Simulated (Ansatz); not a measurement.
# CdTe: do energies and stresses tell the same story?

Method: Ansatz 0.2.0, DFT r2SCAN, scalar-relativistic, plane waves, PAW.

Plane waves to 500 eV, a k mesh through Γ of 8×8×8 on the computed 2-atom cell and Gaussian smearing (0.02 eV); no spin polarisation.

Relaxed cell: F-43m, a = 6.556 Å, b = 6.556 Å, c = 6.556 Å, α = 90.00°, β = 90.00°, γ = 90.00°, 2 atoms in the primitive cell.

Energies at zero smearing and pressures from the stress tensor, at volumes with shape and atoms relaxed:
```json
{"V (Å³/atom)": "33.107", "E − E(first) (meV/atom)": "0.00", "P (GPa)": "2.93"}
{"V (Å³/atom)": "34.163", "E − E(first) (meV/atom)": "-13.97", "P (GPa)": "1.36"}
{"V (Å³/atom)": "35.220", "E − E(first) (meV/atom)": "-18.44", "P (GPa)": "0.03"}
{"V (Å³/atom)": "36.276", "E − E(first) (meV/atom)": "-14.88", "P (GPa)": "-1.08"}
{"V (Å³/atom)": "37.333", "E − E(first) (meV/atom)": "-4.54", "P (GPa)": "-2.03"}
```

Question: Check P = −dE/dV between neighbouring volumes, and get the bulk modulus from the pressures alone.

Answer: With 1 eV/Å³ = 160.2 GPa:
```csv
middle V (Å³/atom),−ΔE/ΔV (GPa),mean P (GPa)
33.635,2.118,2.141
34.691,0.678,0.696
35.748,-0.539,-0.524
36.805,-1.569,-1.554
```

The two differ by 0.02 GPa at most. The mean of two end pressures misses the average over a step by about ΔV² P″/12, up to 0.02 GPa here; with that taken off 0.00 GPa remains. Around V = 35.220 Å³/atom, the two neighbours give B = −V ΔP/ΔV = 35.220 × 2.44 / 2.113 = 40.7 GPa, against B0 = 40.3 GPa from the Birch–Murnaghan fit of the energies.